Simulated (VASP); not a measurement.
# I (C2/m) in VASP: a series of runs

One crystal, I, is run at these levels: r2SCAN; tasks: single point.

All numbers are computed with VASP 6.6.1; they aren't measurements. Logs are shortened: lines on timing, memory, paths and dates and some standing lists are left out, and cuts for length are marked.

**1. The structure**

Symmetry: C2/m, No. 12, monoclinic system. The conventional cell has a = 5.077 Å, b = 7.413 Å, c = 2.880 Å, α = 90.00°, β = 124.24°, γ = 90.00°. I (site symmetry 2/m) has 2 I at 2.88 Å as nearest neighbours.

**2. Single point, r2SCAN**

INCAR

```
PREC     = Accurate       # precision mode
ENCUT    = 280            # plane-wave cutoff, eV
EDIFF    = 1E-6           # SCF threshold, eV
ISMEAR   = 0              # smearing method
SIGMA    = 0.05           # smearing width, eV
LREAL    = F              # projectors in reciprocal space
LASPH    = T              # aspherical terms in the spheres
NELM     = 100            # most SCF steps
ALGO     = Normal         # electronic algorithm
ISIF     = 2              # what is computed and relaxed
LWAVE    = F              # write WAVECAR
LCHARG   = F              # write CHGCAR
METAGGA  = R2SCAN         # meta-GGA
LMIXTAU  = T            
NBANDS   = 10             # bands
ADDGRID  = F
```

KPOINTS

```
Automatic mesh
0
Gamma
  4 4 5
```

POSCAR

```
I
1.0
    2.5383465792     -3.7066249365      0.0000000000
    2.5383465792      3.7066249365      0.0000000000
   -1.6208748370      0.0000000000      2.3810977968
I
1
Direct
    0.5000000000      0.5000000000      0.5000000000
```

Potentials or basis: VASP PAW PBE potentials, release 64 (I).

Started as:

```bash
$ cat potpaw_PBE.64/I/POTCAR > POTCAR
$ mpirun -np 1 vasp_std > vasp.out
```

OUTCAR:

```text
PREC = Accurate
   ENCUT = 280
   EDIFF = 1E-6
   ISMEAR = 0
   LREAL = F
   LASPH = T
   NELM = 100
   ISIF = 2
   METAGGA = R2SCAN

 Found     27 irreducible k-points:

 Following reciprocal coordinates:
            Coordinates               Weight
  0.000000  0.000000  0.000000      1.000000
  0.250000  0.000000  0.000000      4.000000
  0.500000  0.000000  0.000000      2.000000
  0.250000  0.250000  0.000000      2.000000
  0.500000  0.250000 -0.000000      4.000000
 -0.250000  0.250000  0.000000      2.000000
   k-points           NKPTS =     27   k-points in BZ     NKDIM =     27   number of bands    NBANDS=     10
   number of dos      NEDOS =    301   number of ions     NIONS =      1
   total plane-waves  NPLWV =  12544
   dimension x,y,z NGX =    28 NGY =   28 NGZ =   16
   dimension x,y,z NGXF=    56 NGYF=   56 NGZF=   32
   ions per type =               1
   NGX,Y,Z   is equivalent  to a cutoff of  10.36, 10.36,  9.23 a.u.
   NGXF,Y,Z  is equivalent  to a cutoff of  20.72, 20.72, 18.47 a.u.
 SYSTEM =  unknown system
   PREC   = accura    normal or accurate (medium, high low for compatibility)
   ISTART =      0    job   : 0-new  1-cont  2-samecut
   ICHARG =      2    charge: 1-file 2-atom 10-const
   ISPIN  =      1    spin polarized calculation?
   LNONCOLLINEAR =      F non collinear calculations
   LSORBIT =      F    spin-orbit coupling
   LASPH  =      T    aspherical Exc in radial PAW
   ENCUT  =  280.0 eV  20.58 Ry    4.54 a.u.   6.13  6.13  3.93*2*pi/ulx,y,z
   NELM   =    100;   NELMIN=  2; NELMDL= -5     # of ELM steps
   EDIFF  = 0.1E-05   stopping-criterion for ELM
   LREAL  =      F    real-space projection
   EDIFFG = 0.1E-04   stopping-criterion for IOM
   NSW    =      0    number of steps for IOM
   IBRION =     -1    ionic relax: 0-MD 1-quasi-New 2-CG
   NFREE  =      0    steps in history (QN), initial steepest desc. (CG)
   ISIF   =      2    stress and relaxation
   ISYM   =      2    0-nonsym 1-usesym 2-fastsym
   POTIM  = 0.5000    time-step for ionic-motion
   TEBEG  =    0.0;   TEEND  =   0.0 temperature during run
   PSTRESS=    0.0 pullay stress
   NELECT =       7.0000    total number of electrons
   NUPDOWN=      -1.0000    fix difference up-down
   EMIN   =  10.00;   EMAX   =-10.00  energy-range for DOS
   EFERMI =   0.00;   METHOD = LEGACY
   ISMEAR =     0;   SIGMA  =   0.05  broadening in eV -4-tet -1-fermi 0-gaus
   EFERMI_NEDOS =   21; number of points for ismear=-14 and -15
   IALGO  =     38    algorithm
   IMIX   =      4    mixing-type and parameters
     AMIX     =   0.40;   BMIX     =  1.00
     AMIX_MAG =   1.60;   BMIX_MAG =  1.00
  volume/ion in A,a.u.               =      44.81       302.37
  Fermi-wavevector in a.u.,A,eV,Ry     =   0.881716  1.666201 10.577477  0.777423
  Thomas-Fermi vector in A             =   2.002249
   LORBIT       =      0    0 simple, 1 ext, 2 COOP (PROOUT), +10 PAW based schemes
   METAGGA = R2SCAN    functional components
   LHFCALC =     F    Hartree Fock is set to
   AEXX    =    0.0000 exact exchange contribution
   IVDW    =     0    specifies the selected vdW correction
   LEPSILON=     F    determine dielectric tensor
   LRPA    =     F    only Hartree local field effects (RPA)
 non-spin polarized calculation
 Gauss-broadening in eV      SIGMA  =   0.05
  energy-cutoff  :      280.00
  volume of cell :       44.81
 maximum number of plane-waves:       486
 NGX is ok and might be reduce to    28
   NGX = 13   NGY = 13   NGZ =  7

 number of electron       6.9999998 magnetization

 Free energy of the ion-electron system (eV)
  ---------------------------------------------------
  ext. energy  EPLUGINS =         0.00000000
  ---------------------------------------------------
  free energy    TOTEN  =       -24.07059932 eV

  energy without entropy =      -24.06443930  energy(sigma->0) =      -24.06751931

 E-fermi :   1.7852     XC(G=0):  -8.1483

 val. band max:        1.7639714141   @ k =  -0.2500   0.2500   0.2000
 cond. band min:       1.8011590483   @ k =   0.5000   0.0000   0.4000
 fundamental gap:      0.0371876341
 Fermi energy:         1.7851771251

 k-point     1 :       0.0000    0.0000    0.0000
  band No.  band energies     occupation
      1     -12.1815      2.00000
      2       0.2407      2.00000
      3       0.2555      2.00000
      4       6.1563      0.00000
      5       6.7279      0.00000
      6      10.2561      0.00000
      7      10.5722      0.00000
      8      13.2194      0.00000
      9      13.3735      0.00000
     10      18.7159      0.00000

 k-point     2 :       0.2500    0.0000    0.0000
  band No.  band energies     occupation
      1     -12.0376      2.00000
      2      -0.9376      2.00000
      3      -0.0175      2.00000
      4       6.1646      0.00000
      5       7.9247      0.00000
      6       9.9103      0.00000
      7      11.8848      0.00000
      8      13.3778      0.00000
      9      16.9107      0.00000
     10      19.0140      0.00000

 k-point     3 :       0.5000    0.0000    0.0000
  band No.  band energies     occupation
      1     -11.8833      2.00000
      2      -1.8406      2.00000
      3      -0.2515      2.00000
      4       6.1735      0.00000
      5       7.4318      0.00000
      6      12.9045      0.00000
      7      13.2685      0.00000
      8      15.2252      0.00000
      9      16.6799      0.00000
     10      17.6852      0.00000

 k-point     4 :       0.2500    0.2500    0.0000
  band No.  band energies     occupation
      1     -11.8839      2.00000
      2      -1.5680      2.00000
      3      -0.6810      2.00000
      4       6.1733      0.00000
      5       9.2190      0.00000
      6      10.0331      0.00000
      7      13.1144      0.00000
      8      15.5361      0.00000
      9      16.6385      0.00000
     10      18.9101      0.00000

 k-point     5 :       0.5000    0.2500   -0.0000
  band No.  band energies     occupation
      1     -11.8984      2.00000
      2      -1.4404      2.00000
      3      -0.7589      2.00000
      4       6.0601      0.00000
      5       9.3649      0.00000
      6      10.0733      0.00000
      7      12.7186      0.00000
      8      15.4269      0.00000
      9      16.2995      0.00000
     10      19.5373      0.00000

 k-point     6 :      -0.2500    0.2500    0.0000
  band No.  band energies     occupation
      1     -12.0510      2.00000
      2      -0.8977      2.00000
      3       0.0259      2.00000
      4       6.0519      0.00000
      5       7.8806      0.00000
      6       9.8812      0.00000
      7      12.0403      0.00000
      8      13.0600      0.00000
      9      16.5862      0.00000
     10      19.5837      0.00000

 [... further k-points ...]

------------------------ aborting loop because EDIFF is reached ----------------------------------------

  FORCE on cell =-STRESS in cart. coord.  units (eV):
  Direction    XX          YY          ZZ          XY          YZ          ZX
  --------------------------------------------------------------------------------------
  -------------------------------------------------------------------------------------
  Total        0.5371721     -0.1227406      1.1565184      0.0000000      0.0000000     -0.9665803
  in kB       19.2082251     -4.3889652     41.3548379      0.0000000      0.0000000    -34.5630245
  external PRESSURE =      18.7246993 kB  Pullay stress =       0.0000000 kB

 VOLUME and BASIS-vectors are now :
 -----------------------------------------------------------------------------
  energy-cutoff  :      280.00
  volume of cell :       44.81
      direct lattice vectors                 reciprocal lattice vectors
     2.538346579 -3.706624936  0.000000000     0.196978618 -0.134893605  0.134088438
     2.538346579  3.706624936  0.000000000     0.196978618  0.134893605  0.134088438
    -1.620874837  0.000000000  2.381097797     0.000000000  0.000000000  0.419974350

 POSITION                                       TOTAL-FORCE (eV/Angst)
 -----------------------------------------------------------------------------------
      1.72791      0.00000      1.19055         0.000000      0.000000      0.000000
 -----------------------------------------------------------------------------------
    total drift:                                0.000000      0.000000      0.000000

  FREE ENERGIE OF THE ION-ELECTRON SYSTEM (eV)
  ---------------------------------------------------
  free  energy   TOTEN  =       -24.0705993217 eV

  energy  without entropy=      -24.0644392951  energy(sigma->0) =      -24.06751931
```

Wall time 30 s (1 thread of Intel Xeon Platinum 8375C at 2.90GHz (Ice Lake), shared host); peak memory 0.13 GiB.

The run converged, but some of its settings lie outside the range that counts as converged, so its numbers aren't taken as properties of the crystal.

Results:

```yaml
Free_energy: -24.0706 eV
Pressure: 1.9 GPa
Band_gap_on_the_k_mesh: none (metal or under the smearing width)
```

Caveat: the k mesh is coarse (spacing up to 0.53 Å⁻¹), so the values aren't converged; the PAW data sets were made with another functional, which shifts forces and pressure a little; an odd number of electrons without spin polarisation forces a metal; a magnetic or distorted state may lie lower.

**3. Single point, r2SCAN**

Edit INCAR of step 2 so:

```diff
@@ -1,3 +1,3 @@
 PREC     = Accurate       # precision mode
-ENCUT    = 280            # plane-wave cutoff, eV
+ENCUT    = 220            # plane-wave cutoff, eV
 EDIFF    = 1E-6           # SCF threshold, eV
```

KPOINTS

```
Automatic mesh
0
Gamma
  5 5 7
```

POSCAR is that of step 2.

Potentials or basis: VASP PAW PBE potentials, release 64 (I).

Started as:

```bash
$ cat potpaw_PBE.64/I/POTCAR > POTCAR
$ mpirun -np 1 vasp_std > vasp.out
```

Run time: 23 s. Hardware: 1 thread of Intel Xeon Platinum 8375C at 2.90GHz (Ice Lake), shared host; peak memory 0.12 GiB.

The run converged, but some of its settings lie outside the range that counts as converged, so its numbers aren't taken as properties of the crystal.

Results:

```
Free energy            : -24.5233 eV
Pressure               : 0.3 GPa
Band gap on the k mesh : none (metal or under the smearing width)
```

Caveat: the k mesh is coarse (spacing up to 0.38 Å⁻¹), so the values aren't converged; the PAW data sets were made with another functional, which shifts forces and pressure a little; an odd number of electrons without spin polarisation forces a metal; a magnetic or distorted state may lie lower.

**4. Single point, r2SCAN**

Edit INCAR of step 3 so:

```diff
@@ -1,3 +1,3 @@
 PREC     = Accurate       # precision mode
-ENCUT    = 220            # plane-wave cutoff, eV
+ENCUT    = 400            # plane-wave cutoff, eV
 EDIFF    = 1E-6           # SCF threshold, eV
```

KPOINTS

```
Automatic mesh
0
Gamma
  4 4 5
```

POSCAR is that of step 3.

Started as:

```bash
$ cat potpaw_PBE.64/I/POTCAR > POTCAR
$ mpirun -np 1 vasp_std > vasp.out
```

It took 40 s on 1 thread of Intel Xeon Platinum 8375C at 2.90GHz (Ice Lake), shared host; peak memory 0.15 GiB.

These settings aren't checked as converged: the numbers below hold their error.

What came out:

- Free energy: -24.0716 eV
- Pressure: 1.9 GPa
- Band gap on the k mesh: none (metal or under the smearing width)

Caveat: the k mesh is coarse (spacing up to 0.53 Å⁻¹), so the values aren't converged; the PAW data sets were made with another functional, which shifts forces and pressure a little; an odd number of electrons without spin polarisation forces a metal; a magnetic or distorted state may lie lower.

**5. For comparison**

An earlier run on the cell as given: functional PBE; potentials or basis VASP PAW PBE potentials, release 64 (I); cutoff 520 eV; k mesh 7 × 7 × 11; occupations fermi-dirac, width 0.05 eV; no spin polarisation.

* Pressure: 1.1 GPa
* Band gap on the k mesh: none (metal or under the smearing width)
